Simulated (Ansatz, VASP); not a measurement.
**NaF (Villiaumite): VASP beside Ansatz**

The input INCAR:

```
ALGO = Normal ; EDIFF = 1E-6
ENCUT = 520 ; GGA = CA
ISIF = 2 ; ISMEAR = 0
LASPH = True ; LCHARG = False
LREAL = False ; LWAVE = False
NBANDS = 14 ; NELM = 80
PREC = Accurate ; SIGMA = 0.01
```

The input KPOINTS:

```
k-points
0
Gamma
  10 10 10
```

The input POSCAR:

```
NaF
1.0
    0.0000000000      2.2630401264      2.2630401264
    2.2630401264      0.0000000000      2.2630401264
    2.2630401264      2.2630401264      0.0000000000
Na F
1 1
Direct
    0.0000000000      0.0000000000      0.0000000000
    0.5000000000      0.5000000000      0.5000000000
```

Input for Ansatz:

```yaml
crystal:
  lattice:
    - [0.0, 2.26304012636, 2.26304012636]
    - [2.26304012636, 0.0, 2.26304012636]
    - [2.26304012636, 2.26304012636, 0.0]
  atoms:
    - { symbol: Na, position: [0.0, 0.0, 0.0] }
    - { symbol: F, position: [0.5, 0.5, 0.5] }
kpoints:
  mp_grid: { grid: [10, 10, 10] }
scf:
  occupations: { method: fixed }
  convergence: { dr2_threshold: 1.0e-10 }
hamiltonian:
  xc: lda
  pseudopotentials: { kind: all_electron, lapw: { basis_error: 0.0005 } }
output:
  forces: true
  stress: true
  eigenstates:
    kpoints:
      - [0.0, 0.0, 0.0]
      - [-0.5, 0.0, -0.5]
      - [0.0, -0.5, -0.5]
      - [-0.5, -0.5, 0.0]
      - [-0.5, 0.0, 0.0]
      - [0.0, -0.5, 0.0]
      - [0.0, 0.0, -0.5]
      - [-0.5, -0.5, -0.5]
  eigenvalues: true
```

Alike in both runs: task single point; functional LDA; k mesh 10 × 10 × 10; no spin polarisation.

|  | VASP | Ansatz |
| --- | --- | --- |
| version | VASP 6.6.1 | Ansatz 0.2.0 |
| potentials or method | VASP PAW LDA potentials, release 64 (Na_pv, F) | all-electron LAPW, scalar-relativistic |
| plane-wave cutoff (eV) | 520 | see its input |
| occupations | gaussian, width 0.01 eV | fixed |

|  | VASP | Ansatz | Ansatz less VASP |
| --- | --- | --- | --- |
| gap on the k mesh at the Fermi level (eV) | 6.34 | 6.35 | +0.010 |
| pressure (GPa) | -1.0 | -0.9 | +0.08 |

Ansatz ran all-electron here, so the differences hold the error of VASP's frozen core and of both bases.

A k mesh can miss the band edges. A hybrid or GW would open this gap; LDA tends to underestimate it.
